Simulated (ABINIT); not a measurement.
# TiC (Fm-3m) in ABINIT: a series of runs, part 2 of 2

ABINIT 10.8.3 (patched build). The steps go on from the part before.

**4. Band structure, r2SCAN**

Contents of run.abi:

```
# Datasets: ground state, then fixed potential
ndtset 2

# Pseudopotentials
pp_dirpath "./"
pseudos "Ti.GGA_PBE-JTH.xml, C.GGA_PBE-JTH.xml"

# Structure
acell 3.062788961 3.062788961 3.062788961 Angstrom
rprim
     0.0000000000     0.7071067812     0.7071067812
     0.7071067812     0.0000000000     0.7071067812
     0.7071067812     0.7071067812     0.0000000000
ntypat 2
znucl 22 6
natom 2
typat 1 2
xcart
     0.0000000000     0.0000000000     0.0000000000
     4.0926154775     4.0926154775     4.0926154775

# Plane-wave basis
ecut 23.0
pawecutdg 45.0

# Exchange and correlation
ixc -497498
usekden 1
pawxcdev 0

# Bands and occupations
occopt 3
tsmear 0.05 eV

# SCF cycle
nstep 100

# Output
iomode 3
prtwf 0
prteig 0
prtebands 0
enunit 1
prtden1 1
prtkden1 1

# Dataset 1
kptopt1 1
ngkpt1 11 11 11
nshiftk1 1
shiftk1 0.0 0.0 0.0
nband1 12
tolvrs1 1.0e-7

# Dataset 2: bands along G-X-W-K-G-L-U-W-L-K
iscf2 -2
getden2 1
getkden2 1
nband2 18
nbdbuf2 4
tolwfr2 1.0e-11
kptopt2 -9
ndivsm2 8
prteig2 1
prtvol2 -3
kptbounds2
     0.0000000000     0.0000000000     0.0000000000
     0.5000000000     0.0000000000     0.5000000000
     0.5000000000     0.2500000000     0.7500000000
     0.3750000000     0.3750000000     0.7500000000
     0.0000000000     0.0000000000     0.0000000000
     0.5000000000     0.5000000000     0.5000000000
     0.6250000000     0.2500000000     0.6250000000
     0.5000000000     0.2500000000     0.7500000000
     0.5000000000     0.5000000000     0.5000000000
     0.3750000000     0.3750000000     0.7500000000
```

Potentials or basis: JTH PAW PBE v2.0.

Launch:

```bash
$ abinit run.abi > log 2>&1
```

run.abo:

```text
.Version 10.8.3 of ABINIT
 DATASET    1 : space group Fm -3 m (#225); Bravais cF (face-center cubic)
================================================================================
 Values of the parameters that define the memory need for DATASET  1.
     intxc =       0    ionmov =       0      iscf =      17    lmnmax =      18
     lnmax =       6     mgfft =      27  mpssoang =       3    mqgrid =    3001
     natom =       2  nloc_mem =       2    nspden =       1   nspinor =       1
    nsppol =       1      nsym =      48    n1xccc =       1    ntypat =       2
    occopt =       3   xclevel =       2
       mpw =         736          nfft =       19683          nkpt =          56
 PAW method is used; the additional fine FFT grid is defined by:
   mgfftf=        36    nfftf =     46656
================================================================================
================================================================================

 DATASET    2 : space group Fm -3 m (#225); Bravais cF (face-center cubic)
================================================================================
 Values of the parameters that define the memory need for DATASET  2.
     intxc =       0    ionmov =       0      iscf =      -2    lmnmax =      18
     lnmax =       6     mgfft =      27  mpssoang =       3    mqgrid =    3001
     natom =       2  nloc_mem =       2    nspden =       1   nspinor =       1
    nsppol =       1      nsym =      48    n1xccc =       1    ntypat =       2
    occopt =       3   xclevel =       2
       mpw =         745          nfft =       19683          nkpt =         139
 PAW method is used; the additional fine FFT grid is defined by:
   mgfftf=        36    nfftf =     46656
================================================================================
================================================================================

--------------------------------------------------------------------------------
------------- Echo of variables that govern the present computation ------------
--------------------------------------------------------------------------------
 -outvars: echo values of preprocessed input variables --------
            acell      5.7878323177E+00  5.7878323177E+00  5.7878323177E+00 Bohr
              amu      4.78800000E+01  1.20110000E+01
             ecut      2.30000000E+01 Hartree
           enunit           1
           getden1          0
[... 1326 lines left out ...]
              =  3.062788961000  3.062788961000  3.062788961000 angstroms
 Eigenvalues (   eV  ) for nkpt= 139  k points:
 kpt#   1, nband= 18, wtk=  1.00000, kpt=  0.0000  0.0000  0.0000 (reduced coord)
 -49.96044  -24.92615  -24.92615  -24.92615   -4.17150    9.88880    9.88880    9.88880
  10.72467   10.72467   10.72467   10.76956   10.76956   20.21218   23.90807   29.54592
  29.54592   29.54592
 kpt#   2, nband= 18, wtk=  1.00000, kpt=  0.0217  0.0000  0.0217 (reduced coord)
 -49.95998  -24.92845  -24.92694  -24.92694   -4.15662    9.82459    9.82459    9.87466
  10.17848   10.77394   10.80156   10.80156   11.30815   20.24132   23.91185   29.51241
  29.51241   29.58758
 kpt#   3, nband= 18, wtk=  1.00000, kpt=  0.0435  0.0000  0.0435 (reduced coord)
 -49.95862  -24.93530  -24.92932  -24.92932   -4.11228    9.61008    9.67795    9.67795
   9.83276   10.78701   10.98575   10.98575   11.85363   20.32841   23.92289   29.41611
  29.41611   29.71232
 kpt#   4, nband= 18, wtk=  1.00000, kpt=  0.0652  0.0000  0.0652 (reduced coord)
 -49.95639  -24.94655  -24.93324  -24.93324   -4.03938    9.04788    9.50614    9.50614
   9.76460   10.80860   11.21844   11.21844   12.37715   20.47232   23.94042   29.26855
  29.26855   29.91930
 kpt#   5, nband= 18, wtk=  1.00000, kpt=  0.0870  0.0000  0.0870 (reduced coord)
[... 525 lines left out ...]
  11.16712   12.26391   13.11841   14.92311   15.47977   21.73595   23.78890   25.15499
  28.89179   32.60678
 kpt# 137, nband= 18, wtk=  1.00000, kpt=  0.3929  0.3929  0.7143 (reduced coord)
 -49.86646  -25.29139  -25.20792  -25.04111   -1.21595    4.94374    5.63865    6.88413
  10.99434   12.30648   13.13003   14.78427   15.20459   22.03868   23.82177   24.91207
  29.45654   32.40602
 kpt# 138, nband= 18, wtk=  1.00000, kpt=  0.3839  0.3839  0.7321 (reduced coord)
 -49.86516  -25.28545  -25.21650  -25.04786   -1.27778    5.19281    5.57491    7.01299
  10.81730   12.35544   13.12534   14.71710   14.92868   22.25456   23.90943   24.68238
  29.93269   32.19957
 kpt# 139, nband= 18, wtk=  1.00000, kpt=  0.3750  0.3750  0.7500 (reduced coord)
 -49.86434  -25.29144  -25.21021  -25.05380   -1.33732    5.42377    5.51507    7.14300
  10.64061   12.40845   13.10051   14.65480   14.72514   22.38456   24.03665   24.47788
  30.22001   32.05575

== END DATASET(S) ==============================================================
================================================================================

 -outvars: echo values of variables after computation  --------
            acell      5.7878323177E+00  5.7878323177E+00  5.7878323177E+00 Bohr
           etotal1    -6.0797053541E+01
            fcart1    -0.0000000000E+00 -0.0000000000E+00 -0.0000000000E+00
                      -0.0000000000E+00 -0.0000000000E+00 -0.0000000000E+00
            rprim      0.0000000000E+00  7.0710678120E-01  7.0710678120E-01
                       7.0710678120E-01  0.0000000000E+00  7.0710678120E-01
                       7.0710678120E-01  7.0710678120E-01  0.0000000000E+00
           strten1    -9.8625999454E-05 -9.8625999454E-05 -9.8625999454E-05
                       0.0000000000E+00  0.0000000000E+00  0.0000000000E+00
           xangst      0.0000000000E+00  0.0000000000E+00  0.0000000000E+00
                       2.1657188437E+00  2.1657188437E+00  2.1657188437E+00
             xred      0.0000000000E+00  0.0000000000E+00  0.0000000000E+00
                       5.0000000000E-01  5.0000000000E-01  5.0000000000E-01
 Calculation completed.
```

It took 3 min on 1 thread of Arm Neoverse V1, shared host; peak memory 0.13 GiB.

What came out:

```
Free energy                                           : -1654.3721 eV
Pressure                                              : 2.9 GPa
Band gap on the k mesh                                : none (metal or under the smearing width)
Valence electrons inside the program's atomic spheres : Ti 10.33; C 2.45
```

Levels at the corners of the path, in eV from the Fermi level:
```
point  band 5  band 6  band 7  band 8  band 9  band 10  band 11  band 12
    Γ  -13.30    0.76    0.76    0.76    1.60     1.60     1.60     1.64
    X  -11.00   -3.72   -1.61   -0.20   -0.20     2.66     3.67     3.67
    W  -10.39   -3.37   -3.37   -3.00    2.90     2.90     3.67     5.15
    K  -10.46   -3.70   -3.61   -1.98    1.52     3.28     3.98     5.53
    Γ  -13.30    0.76    0.76    0.76    1.60     1.60     1.60     1.64
    L   -9.75   -6.17   -3.20   -3.20    3.04     3.04     4.28     8.43
    U  -10.46   -3.70   -3.61   -1.98    1.52     3.28     3.98     5.53
    W  -10.39   -3.37   -3.37   -3.00    2.90     2.90     3.67     5.15
    L   -9.75   -6.17   -3.20   -3.20    3.04     3.04     4.28     8.43
    K  -10.46   -3.70   -3.61   -1.98    1.52     3.28     3.98     5.53
```

Caveat: totals of a meta-GGA on PAW files have another zero than those of a GGA; the PAW data sets were made with another functional, which shifts forces and pressure a little.

**5. Equation of state, revPBE+D3(BJ)**

Contents of run.abi:

```
# Datasets: one volume each
ndtset 7
getwfk -1
scalecart1 3*0.9795861087
scalecart2 3*0.9864848297
scalecart3 3*0.9932883884
scalecart4 3*1.0000000000
scalecart5 3*1.0066227096
scalecart6 3*1.0131594038
scalecart7 3*1.0196128224

# Pseudopotentials
pp_dirpath "./"
pseudos "Ti.GGA_PBE-JTH.xml, C.GGA_PBE-JTH.xml"

# Structure
acell 5.7878323139 5.7878323139 5.7878323139
rprim
     0.0000000000     0.7071067812     0.7071067812
     0.7071067812     0.0000000000     0.7071067812
     0.7071067812     0.7071067812     0.0000000000
ntypat 2
znucl 22 6
natom 2
typat 1 2
xred
     0.0000000000     0.0000000000     0.0000000000
     0.5000000000     0.5000000000     0.5000000000

# Plane-wave basis
ecut 19.0
pawecutdg 38.0

# k points
kptopt 1
ngkpt 11 11 11
nshiftk 1
shiftk 0.0 0.0 0.0

# Exchange and correlation
ixc 14
vdw_xc 7

# Bands and occupations
nband 12
occopt 3
tsmear 0.05 eV

# SCF cycle
nstep 100
tolvrs 1.0e-9

# Output
iomode 3
prtwf 1
prtden 0
prteig 0
prtebands 0
enunit 1
```

Launch:

```bash
$ abinit run.abi > log 2>&1
```

Run time: 89 s. Hardware: 1 thread of Arm Neoverse V1, shared host; peak memory 0.14 GiB.

It converged, with:

```yaml
Equilibrium_volume: 9.76 Å³/atom
Bulk_modulus: 276 GPa
Pressure_derivative_of_the_bulk_modulus: "4.9 (rough: it moves with the points fitted)"
```

Energy against volume, from the lowest point:
```tsv
volume (Å³/atom)	energy (meV/atom)
9.548	3.89
9.752	0.00
9.955	3.26
10.158	13.08
10.361	28.73
10.564	49.34
10.767	74.43
```

Caveat: pressures at fixed basis lie under the slope of the energies; the PAW data sets were made with another functional, which shifts forces and pressure a little.

**6. Summary**

| task | level | potentials or basis | cutoff (eV) | fine-grid cutoff | V0 of scaled cells (Å³/atom) | B0 (GPa) |
| --- | --- | --- | --- | --- | --- | --- |
| equation of state | PBEsol | JTH PAW PBE v2.0 | 517 | 1034.03 eV | 9.92 | 268 |
| equation of state | LDA | JTH PAW LDA v2.0 | 544 | 1088.46 eV | 9.70 | 282 |
| band structure | r2SCAN | JTH PAW PBE v2.0 | 626 | 1224.51 eV | - | - |
| equation of state | revPBE+D3(BJ) | JTH PAW PBE v2.0 | 517 | 1034.03 eV | 9.76 | 276 |

Alike in all rows: no spin polarisation; cell as given; k mesh 11 × 11 × 11; smearing fermi-dirac 0.05 eV.

Caveats: pressures at fixed basis lie under the slope of the energies (some runs); the PAW data sets were made with another functional, which shifts forces and pressure a little (some runs); totals of a meta-GGA on PAW files have another zero than those of a GGA (some runs).

Absolute energies hang on the potentials; compare differences alone.
